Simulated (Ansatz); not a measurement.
Rh: frozen-core PAW against all-electron methods

```
CELL_PARAMETERS angstrom
-1.53523 1.53523 1.53523
1.53523 -1.53523 1.53523
1.53523 1.53523 -1.53523
ATOMIC_POSITIONS crystal
Rh 0.00000 0.00000 0.00000
```

The conventional cell has a = 3.070 Å, b = 3.070 Å, c = 3.070 Å, α = 90.00°, β = 90.00°, γ = 90.00°. Rh (atom 1) is surrounded by 8 Rh at 2.66 Å.

The cell was built from the bcc type and relaxed in the same program, and has space group Im-3m; it needn't be a known or the stable phase.

Spin polarisation is left out, and whether a magnetic state lies lower isn't shown here.

All numbers are computed: DFT, PBEsol, PAW with Ansatz's default frozen-core files, scalar-relativistic (Ansatz 0.2.0); DFT, PBEsol, all-electron LAPW, scalar-relativistic (Ansatz 0.2.0).

For PAW: a Γ-centred 16×16×16 k mesh, Fermi–Dirac smearing of 0.05 eV, cutoff 420 eV, no spin polarisation; the PAW files were made with PBE, and the program remakes their frozen cores for this functional. LAPW targets a basis error of 0.5 meV/atom. The Ansatz runs share mesh, smearing and spin set-up. Plane-wave (PAW) pressures include the program's estimate of the Pulay term.

Stress and pressure are positive in compression.

Levels count from the Fermi level.

PAW results:

```tsv
quantity	PAW
pressure (GPa)	-9.89
highest filled level at P (eV)	-0.016
lowest empty level at P (eV)	9.192
highest filled level at N (eV)	-0.082
lowest empty level at N (eV)	1.277
highest filled level at Γ (eV)	-0.409
lowest empty level at Γ (eV)	18.141
```

Q: What does all-electron LAPW give for the same quantities?

A: 
| quantity | LAPW |
| --- | --- |
| pressure (GPa) | -9.92 |
| highest filled level at P (eV) | -0.015 |
| lowest empty level at P (eV) | 9.192 |
| highest filled level at N (eV) | -0.081 |
| lowest empty level at N (eV) | 1.274 |
| highest filled level at Γ (eV) | -0.407 |
| lowest empty level at Γ (eV) | 18.131 |
